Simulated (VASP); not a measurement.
C (a cell with a defect): relaxation of the atoms with PBEsol

The system is C (a cell with a defect).

```
C
1.0
     7.11200    0.00000    0.00000
     0.00000    7.11200    0.00000
     0.00000    0.00000    7.11200
C
63
Direct
  0.75000 0.25000 0.00000
  0.75000 0.00000 0.25000
  0.00000 0.00000 0.00000
  0.25000 0.25000 0.00000
  0.50000 0.50000 0.00000
  0.75000 0.75000 0.00000
  0.25000 0.00000 0.25000
  0.50000 0.25000 0.25000
  0.75000 0.50000 0.25000
  0.50000 0.00000 0.50000
  0.75000 0.25000 0.50000
  0.75000 0.00000 0.75000
  0.00000 0.50000 0.00000
  0.25000 0.75000 0.00000
  0.00000 0.25000 0.25000
  0.25000 0.50000 0.25000
  0.50000 0.75000 0.25000
  0.00000 0.00000 0.50000
  0.25000 0.25000 0.50000
  0.50000 0.50000 0.50000
  0.75000 0.75000 0.50000
  0.25000 0.00000 0.75000
  0.50000 0.25000 0.75000
  0.75000 0.50000 0.75000
  0.00000 0.75000 0.25000
  0.00000 0.50000 0.50000
  0.25000 0.75000 0.50000
  0.00000 0.25000 0.75000
  0.25000 0.50000 0.75000
  0.50000 0.75000 0.75000
  0.00000 0.75000 0.75000
  0.62500 0.12500 0.12500
  0.87500 0.37500 0.12500
  0.87500 0.12500 0.37500
  0.12500 0.12500 0.12500
  0.37500 0.37500 0.12500
  0.62500 0.62500 0.12500
  0.87500 0.87500 0.12500
  0.37500 0.12500 0.37500
  0.62500 0.37500 0.37500
  0.87500 0.62500 0.37500
  0.62500 0.12500 0.62500
  0.87500 0.37500 0.62500
  0.87500 0.12500 0.87500
  0.12500 0.62500 0.12500
  0.37500 0.87500 0.12500
  0.12500 0.37500 0.37500
  0.37500 0.62500 0.37500
  0.62500 0.87500 0.37500
  0.12500 0.12500 0.62500
  0.37500 0.37500 0.62500
  0.62500 0.62500 0.62500
  0.87500 0.87500 0.62500
  0.37500 0.12500 0.87500
  0.62500 0.37500 0.87500
  0.87500 0.62500 0.87500
  0.12500 0.87500 0.37500
  0.12500 0.62500 0.62500
  0.37500 0.87500 0.62500
  0.12500 0.37500 0.87500
  0.37500 0.62500 0.87500
  0.62500 0.87500 0.87500
  0.12500 0.87500 0.87500
```

The cell was built by a generator and needn't be a form met in nature.

- Program: VASP 6.6.1
- Task: relaxation of the atoms
- Functional: PBEsol
- Potentials or basis: VASP PAW PBE potentials, release 64 (C)
- Cutoff: 450 eV
- k mesh: 2 × 2 × 2
- Occupations: fermi-dirac, width 0.05 eV
- Spin: no spin polarisation
- Further INCAR settings: ALGO = Normal; EDIFF = 1e-06; IBRION = 2; EDIFFG = -0.01; NSW = 40

```yaml
Energy_gained_by_relaxing: 11.7 meV/atom
Ionic_steps: 13
Band_gap_on_the_k_mesh: none (metal or under the smearing width)
```

Forces in eV/Å, atoms in the order of the input:
```
C    0.000  0.000  0.000
C    0.000  0.000  0.000
C    0.000  0.000  0.000
C    0.000  0.000  0.000
C    0.000  0.000  0.000
C    0.000  0.000  0.000
C    0.000  0.000  0.000
C    0.000  0.000  0.000
C    0.000  0.000  0.000
C    0.000  0.000  0.000
C    0.000  0.000  0.000
C    0.000  0.000  0.000
C    0.000  0.000  0.000
C    0.000  0.000  0.000
C    0.000  0.000  0.000
C    0.000  0.000  0.000
C    0.000  0.000  0.000
C    0.000  0.000  0.000
C    0.000  0.000  0.000
C    0.000  0.000  0.000
C    0.000  0.000  0.000
C    0.000  0.000  0.000
C    0.000  0.000  0.000
C    0.000  0.000  0.000
C    0.000  0.000  0.000
C    0.000  0.000  0.000
C    0.000  0.000  0.000
C    0.000  0.000  0.000
C    0.000  0.000  0.000
C    0.000  0.000  0.000
C    0.000  0.000  0.000
C    0.001  0.001  0.001
C    0.001  0.001 -0.002
C    0.001 -0.002  0.001
C    0.000  0.001  0.001
C   -0.001  0.000  0.001
C    0.001  0.000  0.001
C    0.000 -0.001  0.001
C   -0.001  0.001  0.000
C   -0.002  0.001  0.001
C    0.000  0.000  0.000
C    0.001  0.001  0.000
C    0.000  0.000  0.000
C    0.000  0.001 -0.001
C   -0.001 -0.001 -0.002
C   -0.001 -0.001  0.001
C    0.000  0.000  0.000
C    0.002 -0.001  0.001
C    0.001 -0.001  0.000
C   -0.001 -0.002 -0.001
C    0.002  0.001 -0.001
C   -0.002 -0.001 -0.001
C    0.001  0.002 -0.001
C   -0.001  0.001 -0.001
C    0.001  0.000 -0.001
C    0.001 -0.001  0.002
C   -0.001  0.002  0.001
C    0.000  0.000  0.000
C   -0.001 -0.001  0.000
C   -0.001  0.001  0.002
C   -0.001  0.000 -0.001
C    0.001 -0.001 -0.001
C    0.000 -0.001 -0.001
```

Step by step:
```tsv
step	energy change (eV)	largest force (eV/Å)	pressure (GPa)
1	0.0000	2.5270	-2.03
2	0.0345	2.1020	0.40
3	-0.5772	0.8406	-1.12
4	-0.6908	0.3934	-0.13
5	-0.7060	0.2286	-0.41
6	-0.7208	0.3328	-0.12
7	-0.7312	0.1679	-0.24
8	-0.7343	0.1443	-0.17
9	-0.7354	0.0393	-0.19
10	-0.7356	0.0181	-0.17
11	-0.7357	0.0140	-0.18
12	-0.7357	0.0100	-0.17
13	-0.7357	0.0022	-0.17
```

Final structure:
```
C
1.0
     7.11200    0.00000    0.00000
     0.00000    7.11200    0.00000
     0.00000    0.00000    7.11200
C
63
Cartesian
  5.3213 1.7653 0.0011
  5.3213 0.0011 1.7653
  0.0000 0.0000 0.0000
  1.7907 1.7653 7.1109
  3.5560 3.5560 0.0000
  5.3213 5.3467 7.1109
  1.7907 7.1109 1.7653
  3.5571 1.7653 1.7653
  5.3320 3.5582 1.7760
  3.5560 0.0000 3.5560
  5.3320 1.7760 3.5582
  5.3213 7.1109 5.3467
  0.0000 3.5560 0.0000
  1.7907 5.3467 0.0011
  0.0022 1.7760 1.7760
  1.7800 3.5538 1.7760
  3.5549 5.3467 1.7653
  0.0000 0.0000 3.5560
  1.7800 1.7760 3.5538
  3.5560 3.5560 3.5560
  5.3320 5.3360 3.5538
  1.7907 0.0011 5.3467
  3.5549 1.7653 5.3467
  5.3320 3.5538 5.3360
  7.1098 5.3360 1.7760
  0.0000 3.5560 3.5560
  1.7800 5.3360 3.5582
  7.1098 1.7760 5.3360
  1.7800 3.5582 5.3360
  3.5571 5.3467 5.3467
  0.0022 5.3360 5.3360
  4.5108 0.9548 0.9548
  6.2287 2.6727 0.8922
  6.2287 0.8922 2.6727
  0.8926 0.8852 0.8852
  2.6708 2.6634 0.8852
  4.4412 4.4486 0.8852
  6.2194 6.2268 0.8852
  2.6708 0.8852 2.6634
  4.4482 2.6727 2.6727
  6.2220 4.4460 2.6660
  4.4412 0.8852 4.4486
  6.2220 2.6660 4.4460
  6.2194 0.8852 6.2268
  0.8833 4.4393 0.8922
  2.6012 6.1572 0.9548
  0.8900 2.6660 2.6660
  2.6638 4.4393 2.6727
  4.4412 6.2268 2.6634
  0.8833 0.8922 4.4393
  2.6638 2.6727 4.4393
  4.4482 4.4393 4.4393
  6.2287 6.2198 4.4393
  2.6012 0.9548 6.1572
  4.4412 2.6634 6.2268
  6.2287 4.4393 6.2198
  0.8833 6.2198 2.6727
  0.8900 4.4460 4.4460
  2.6708 6.2268 4.4486
  0.8833 2.6727 6.2198
  2.6708 4.4486 6.2268
  4.5108 6.1572 6.1572
  0.8926 6.2268 6.2268
```

Levels at points of the mesh, in eV from the Fermi level:
| k point | band 122 | band 123 | band 124 | band 125 | band 126 | band 127 | band 128 | band 129 |
| --- | --- | --- | --- | --- | --- | --- | --- | --- |
| (0.00, 0.00, 0.00) | -3.44 | -2.10 | -2.10 | -2.10 | 0.31 | 0.31 | 0.31 | 2.88 |
| (0.50, 0.00, 0.00) | -3.38 | -3.34 | -3.34 | -2.34 | -0.29 | 0.05 | 0.05 | 2.67 |
| (0.50, 0.50, 0.00) | -3.04 | -2.79 | -2.37 | -2.30 | -0.46 | 0.16 | 0.16 | 4.03 |
| (0.50, 0.50, 0.50) | -3.28 | -3.28 | -3.27 | -3.27 | 0.17 | 0.17 | 0.17 | 4.35 |

It took 32 min on 1 thread of AMD EPYC 9R45 (Zen 5), with other jobs on the host, peak memory 0.38 GiB.

Caveat: the k mesh is coarse (spacing up to 0.44 Å⁻¹), so the values aren't converged; the cutoff is under 1.25 times the usual one of these potentials, so pressure, stress and relaxed cells hold a basis-set (Pulay) error; the PAW data sets were made with another functional, which shifts forces and pressure a little.
